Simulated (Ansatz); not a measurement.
A run of Ansatz 0.2.0 is set up as follows.

The input input.yaml:

```yaml
crystal:
  lattice:
    - [0.0, 1.89785, 1.89785]
    - [1.89785, 0.0, 1.89785]
    - [1.89785, 1.89785, 0.0]
  atoms:
    - { symbol: Rh, position: [0.0, 0.0, 0.0] }
hamiltonian:
  xc: blyp
  pseudopotentials: { kind: paw }
kpoints:
  mp_grid: { grid: [7, 7, 7] }
scf:
  occupations: { method: fermi_dirac, width: 0.05 }
  n_extra_bands: 6
output:
  forces: true
  stress: true
  eigenvalues: true
  dos: { projected: true, de: 0.05, nscf_kmesh: { grid: [11, 11, 11] } }
  write_density: true
  write_potential: true
  elf: true
  volumetric_format: npy
```

Potentials or basis: Ansatz PAW.

Launch:

```bash
$ ansatz run input.yaml --threads 2 --pin off --max-ram 5632MiB --backend cpu --events-out ev --progress --plain --runs-dir out
```

**Question.** Predict the density of states at the Fermi level.

**Answer.** 1.53 states/eV per cell.

**Question.** What does it give for the band gap on the k mesh?

**Answer.** None (metal or under the smearing width).

**Question.** What does it give for the pressure?

**Answer.** 20.6 GPa.

States per cell in windows of 1 eV (zero at the Fermi level; states under -8 eV left out):
```tsv
from (eV)	total	Rh 4d	Rh 5s
-8.0	0.03	0.00	0.03
-7.0	0.16	0.05	0.10
-6.0	1.66	1.38	0.27
-5.0	1.34	1.26	0.06
-4.0	1.33	1.25	0.06
-3.0	1.82	1.69	0.10
-2.0	1.50	1.40	0.06
-1.0	1.21	1.16	0.03
0.0	1.43	1.36	0.06
1.0	0.22	0.12	0.08
2.0	0.23	0.08	0.10
3.0	0.25	0.06	0.11
4.0	0.24	0.04	0.10
5.0	0.22	0.03	0.08
6.0	0.19	0.01	0.06
7.0	0.13	0.01	0.04
```

Caveat: the k mesh is coarse (spacing up to 0.41 Å⁻¹), so the values aren't converged; the PAW data sets come from PBE, with cores solved anew for the run's functional, which leaves a small shift of forces and pressure; the density of states is complete only up to the lowest level of the last band computed.
